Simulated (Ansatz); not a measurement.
# Titanium, simple cubic: r²SCAN0 after r²SCAN

How do the levels change when part of the exchange is made exact, and what does it cost? Spin polarisation is left out. The cell comes from an earlier r²SCAN relaxation. Exact exchange is dear, so the k-mesh is coarse, and r²SCAN is run on the same mesh for comparison.

Computed with Ansatz 0.2.0 (DFT, plane waves (500 eV) with PBE-made PAW files, scalar-relativistic; functionals as named at each step, unless a step says otherwise).

## 1. The structure to begin with

The structure is cubic, space group Pm-3m (No. 221). The conventional cell has a = 2.631 Å, b = 2.631 Å, c = 2.631 Å, α = 90.00°, β = 90.00°, γ = 90.00°. Ti (site symmetry m-3m) is surrounded by 6 Ti at 2.63 Å.

Structure file:

```cif
data_structure
_symmetry_space_group_name_H-M 'Pm-3m'
_symmetry_Int_Tables_number 221
_cell_length_a 2.6313
_cell_length_b 2.6313
_cell_length_c 2.6313
_cell_angle_alpha 90.000
_cell_angle_beta 90.000
_cell_angle_gamma 90.000
_cell_volume 18.22
loop_
_atom_site_label
_atom_site_type_symbol
_atom_site_symmetry_multiplicity
_atom_site_Wyckoff_symbol
_atom_site_fract_x
_atom_site_fract_y
_atom_site_fract_z
_atom_site_occupancy
Ti1 Ti 1 a 0.00000 0.00000 0.00000 1
```

## 2. r²SCAN on the coarse mesh

The run with r²SCAN.

Input file input.yaml:

```yaml
crystal:
  lattice:
    - [2.6313256036, 0.0, 0.0]
    - [0.0, 2.6313256036, 0.0]
    - [0.0, 0.0, 2.6313256036]
  atoms:
    - { symbol: Ti, position: [0.0, 0.0, 0.0] }
hamiltonian:
  xc: r2scan
  pseudopotentials:
    kind: paw
    azcp:
      Ti: "pseudopotentials/Ti.paw.azcp"
basis:
  ecutwfc: 500
  fft_grid_basis: typed
kpoints:
  mp_grid: { grid: [6, 6, 6], shift: [0, 0, 0] }
magnetization:
  spin_polarized: false
scf:
  occupations: { method: fermi_dirac, width: 0.1 }
```

Launch:

```
$ ansatz run input.yaml --threads 4 --pin off --max-ram 8192MiB --backend cpu --events-out ev --progress --plain --runs-dir out
```

The log of the run (excerpt; [...] marks lines left out):

```text
Warning: RAYON_NUM_THREADS=4 ignored (pool sized by the plan → 4); use --threads N
[...]
Pseudopotentials: kind: paw
Pseudopotential: Ti, paw, valence charge 12, recommended cutoff 500 eV (meta_gga), <dir>
Functional definition: r2SCAN
[...]
Crystal: 1 atoms, lattice volume = 18.219 Å³
Basis set: ecut = 500 eV, 461 PW (Γ), exchange–correlation on 80×80×80 points (64 copies of the dense FFT grid, shifted against one another)
Bands: 10, of which v1, the nominal top of the filled ones, is band 6 counted from 1 (5 counted from 0)
Symmetry: 48 space group operations
Space group: Pm-3m (ITA 221), of the structure as read, at distance tolerance 2.6e-5 Å
k-points: 20 of 216
[...]
SCF iter   1: F=—  HF=-2503.418591 eV  |F-HF|=—  |Δ(HF+E_count)|=         —  Δρ=8.10e-3  dr2=6.48e-3  dr2_τ=1.25e-2  ethr=1.77e-3  ⟨swp⟩=4.7  Hψ=1150  notcnv=0
[...]
SCF iter   6: F=-2503.460101 eV  HF=-2503.460101 eV  |F-HF|=6.90e-10  |Δ(HF+E_count)|=   5.79e-8  Δρ=5.32e-6  dr2=3.04e-9  dr2_τ=2.44e-10  ethr=5.98e-10  ⟨swp⟩=1.0  Hψ=594  notcnv=0
[...]
SCF converged after 6 iterations
Free energy (F): -2503.460101 eV
[...]
E sigma→0 (E₀):  -2503.419725 eV
Entropy (-TS):   -0.080753 eV (-80.753 meV/atom)
Fermi energy:    12.518295 eV
[...]
```

Run time: 0.4 s. Hardware: 4 threads of Arm Neoverse V1, shared host; peak memory 0.27 GiB.

## 3. r²SCAN0 on the coarse mesh

The run with r²SCAN0.

Changes to input.yaml since step 2:

```diff
@@ -8,3 +8,3 @@
 hamiltonian:
-  xc: r2scan
+  xc: r2scan0
   pseudopotentials:
@@ -22 +22,6 @@
   occupations: { method: fermi_dirac, width: 0.1 }
+output:
+  write_density: true
+  write_potential: true
+  elf: true
+  volumetric_format: npy
```

Launch:

```
$ ansatz run input.yaml --threads 4 --pin off --max-ram 8192MiB --backend cpu --events-out ev --progress --plain --runs-dir out
```

The log of the run (excerpt; [...] marks lines left out):

```text
Warning: RAYON_NUM_THREADS=4 ignored (pool sized by the plan → 4); use --threads N
[...]
[... 2 set-up lines as earlier in the session ...]
Functional definition: r2SCAN0
[...]
Crystal: 1 atoms, lattice volume = 18.219 Å³
Basis set: ecut = 500 eV, 461 PW (Γ), exchange–correlation on 80×80×80 points (64 copies of the dense FFT grid, shifted against one another)
Bands: 10, of which v1, the nominal top of the filled ones, is band 6 counted from 1 (5 counted from 0)
[... 2 set-up lines as earlier in the session ...]
k-points: 20 of 216
[...]
SCF iter   1: F=—  HF=-2503.419900 eV  |F-HF|=—  |Δ(HF+E_count)|=         —  Δρ=8.29e-3  dr2=6.94e-3  dr2_τ=1.24e-2  ethr=1.77e-3  ⟨swp⟩=5.8  Hψ=797  notcnv=0
[...]
Frozen-core exchange: fock
[...]
hybrid outer 1: dexx = +2.128e-2 eV, tail = 2.18e-2 eV
[...]
hybrid outer 6: dexx = +5.997e-9 eV, tail = 1.57e-8 eV, Δε = 4.28e-4 eV (about 3.97e-4 eV left of the loop's levels)
hybrid SCF converged: 6 outer / 24 inner (+7 warm-up), last move |dexx| = 6.00e-9 eV, tail = 1.57e-8 eV
Stability not checked: this state was not tested for a lower state beside it, because the functional holds exact exchange (a hybrid, or Hartree-Fock), whose exchange loop this test does not read (fock_operator; see scf.lower_state_search)
Free energy (F): -2501.619852 eV
Frozen-core exchange: fock
[...]
E sigma→0 (E₀):  -2501.608241 eV
Entropy (-TS):   -0.023221 eV (-23.221 meV/atom)
Fermi energy:    12.580099 eV
[...]
--- Band table (eV; the first three rows and the last of 20) ---
  k-point 0: bands = ["-50.7517", "-24.1352", "-24.1352", "-24.1352", "4.9447", "10.0993", "10.0993", "18.3777"]
[...]
  guard bands above this table: 2 of the run's 10 bands. The solve was not asked for them (output.publish_guard_bands: true or output.eigenvalues: true publishes all)
```

It took 5.4 s on 4 threads of Arm Neoverse V1, shared host; peak memory 0.85 GiB.

Density in a lattice plane of the grid's cell (edges 2.63 and 2.63 Å, at 0.000 of the third edge), which holds Ti.

Values in e/Å³, 12 rows by 12 columns:
```
 9.42  8.39  5.55  2.43  0.77  0.34  0.26  0.34  0.77  2.43  5.55  8.39
 6.66  5.55  3.25  1.31  0.47  0.26  0.23  0.26  0.47  1.31  3.25  5.55
 3.06  2.43  1.31  0.56  0.28  0.21  0.19  0.21  0.28  0.56  1.31  2.43
 0.96  0.77  0.47  0.28  0.20  0.18  0.17  0.18  0.20  0.28  0.47  0.77
 0.38  0.34  0.26  0.21  0.18  0.16  0.16  0.16  0.18  0.21  0.26  0.34
 0.28  0.26  0.23  0.19  0.17  0.16  0.16  0.16  0.17  0.19  0.23  0.26
 0.38  0.34  0.26  0.21  0.18  0.16  0.16  0.16  0.18  0.21  0.26  0.34
 0.96  0.77  0.47  0.28  0.20  0.18  0.17  0.18  0.20  0.28  0.47  0.77
 3.06  2.43  1.31  0.56  0.28  0.21  0.19  0.21  0.28  0.56  1.31  2.43
 6.66  5.55  3.25  1.31  0.47  0.26  0.23  0.26  0.47  1.31  3.25  5.55
 9.42  8.39  5.55  2.43  0.77  0.34  0.26  0.34  0.77  2.43  5.55  8.39
10.19  9.42  6.66  3.06  0.96  0.38  0.28  0.38  0.96  3.06  6.66  9.42
```
Columns run along the first of these edges and rows up along the second, over one cell in 12 and 12 even steps from the bottom left corner. Atoms in the plane (fractional): Ti at (0.00, 0.00).

ELF in the same plane.

Ten even steps from ' ' (0.00) to '@' (0.71):
```
  ..--**%%@@@@%%++==----==----==++%%@@@@%%**--..
--==++##%%@@%%**==------==------==**%%@@%%##++==
######%%%%%%**==--::----==----::--==**%%%%%%####
@@@@@@%%##**==::::::::--==--::::::::==**##%%@@@@
@@@@%%##++==::....::----==----::....::==++##%%@@
%%##**++--::......::--==++==--::......::--++**##
++++==--::......::--==++**++==--::......::--==++
====----::::::----==++******++==----::::::----==
--------------==++++**######**++++==------------
================++**####%%####**++==============
--------------==++++**######**++++==------------
====----::::::----==++******++==----::::::----==
++++==--::......::--==++**++==--::......::--==++
%%##**++--::......::--==++==--::......::--++**##
@@@@%%##++==::....::----==----::....::==++##%%@@
@@@@@@%%##**==::::::::--==--::::::::==**##%%@@@@
######%%%%%%**==--::----==----::--==**%%%%%%####
--==++##%%@@%%**==------==------==**%%@@%%##++==
  ..--**%%@@@@%%++==----==----==++%%@@@@%%**--..
    ..++##@@@@%%**==--======--==**%%@@@@##++..  
```
Columns run along the first of these edges and rows up along the second, over one cell in 24 and 20 even steps from the bottom left corner. Atoms in the plane (fractional): Ti at (0.00, 0.00).

Both are smooth fields of the valence electrons: close to the nuclei they are not physical.

Maxima of ELF outside the ion cores: 0.64 between the atoms, 2.3 Å from Ti.

## 4. The functionals compared

```csv
functional,gap on the mesh,Fermi energy (eV),SCF cycles,exchange loops,CPU time
r²SCAN,none (levels filled in part),12.518,6,-,0.94 s
r²SCAN0,none (levels filled in part),12.580,31,6,18 s
```

## 5. Summary of results

| quantity | value |
| --- | --- |
| r²SCAN: gap | none (levels filled in part) |
| r²SCAN0: gap | none (levels filled in part) |
| r²SCAN0: SCF cycles, exchange loops | 31, 6 |
| r²SCAN0: CPU time over that of r²SCAN | 19 |
| r²SCAN0: relative to hcp | +1174 meV/atom |

What this shows: Both r²SCAN and r²SCAN0 leave levels filled in part. r²SCAN0 cost 19 times the CPU time of r²SCAN. r²SCAN0 needed 6 outer loops of the exchange operator. To compare with dense-mesh energies, the change of r²SCAN from this mesh and smearing to its dense run (-35.4 meV/atom, from a run not shown) is added. Under r²SCAN0 it lies 1174 meV/atom above hcp (computed apart in the same way); on such meshes a few tens of meV are uncertain for metals. The total energies in the logs cannot be compared from one functional to another.
